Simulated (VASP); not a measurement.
**TaN: relaxation of cell and atoms with PBEsol**

Crystal: TaN.

```xyz
2
Lattice="2.9380 0.0000 0.0000 -1.4690 2.5444 0.0000 0.0000 0.0000 2.8830" Properties=species:S:1:pos:R:3 pbc="T T T"
Ta    0.0000    1.6963    1.4415
N     0.0000    0.0000    0.0000
```

| Item | Value |
| --- | --- |
| Program | VASP 6.6.1 |
| Task | relaxation of cell and atoms |
| Functional | PBEsol |
| Potentials or basis | VASP PAW PBE potentials, release 64 (Ta_pv, N) |
| Cutoff | 600 eV |
| k mesh | 18 × 18 × 14 |
| Occupations | gaussian, width 0.1 eV |
| Spin | no spin polarisation |
| Dipole correction | no |
| Further INCAR settings | ALGO = Normal; EDIFF = 1e-06; IBRION = 2; EDIFFG = -0.005; NSW = 100; ISIF = 3 |

The relaxed volume is 10.65 Å³/atom, the relaxed cell is a = 2.926 Å, b = 2.926 Å, c = 2.873 Å, α = 90.00°, β = 90.00°, γ = 120.00° and the space group after relaxing (to 0.05 Å) is P-6m2 (No. 187). The energy gained by relaxing is 1.7 meV/atom, the ionic steps are 6 and the pressure after relaxing is 0.0 GPa. The band gap on the k mesh is none (metal or under the smearing width).

Step by step:
```tsv
step	energy change (eV)	largest force (eV/Å)	pressure (GPa)	volume (Å³)
1	0.0000	0.0000	-4.20	21.55
2	0.0181	0.0000	11.45	20.68
3	-0.0033	0.0000	-0.05	21.30
4	-0.0033	0.0000	0.04	21.30
5	-0.0034	0.0000	0.05	21.29
6	-0.0034	0.0000	0.05	21.29
```

Final structure:
```yaml
crystal:
  lattice:
    - [2.92561, 0.00000, 0.00000]
    - [-1.46281, 2.53365, 0.00000]
    - [0.00000, 0.00000, 2.87284]
  atoms:
    - { symbol: Ta, position: [0.33333, 0.66667, 0.50000] }
    - { symbol: N, position: [0.00000, 0.00000, 0.00000] }
```

Levels at points of the mesh, in eV from the Fermi level:
```tsv
k point	band 5	band 6	band 7	band 8	band 9	band 10	band 11	band 12
(0.00, 0.00, 0.00)	-4.58	-4.58	-4.26	-2.90	2.34	3.68	3.68	4.08
(0.50, 0.00, 0.00)	-8.35	-5.24	-3.52	-3.15	3.06	4.15	5.31	5.42
(0.00, 0.00, 0.50)	-9.43	-3.75	-3.75	-0.08	-0.08	2.50	3.37	3.37
(0.50, 0.00, 0.50)	-7.38	-6.22	-5.73	-0.30	4.27	5.49	6.20	7.23
```

Wall time 110 s on 1 thread of Intel(R) Xeon(R) Platinum 8559C (Emerald Rapids), on a shared host, peak memory 0.23 GiB.

Caveat: the PAW data sets were made with another functional, which shifts forces and pressure a little. Spin-orbit coupling is left out, which matters for the levels of Ta.
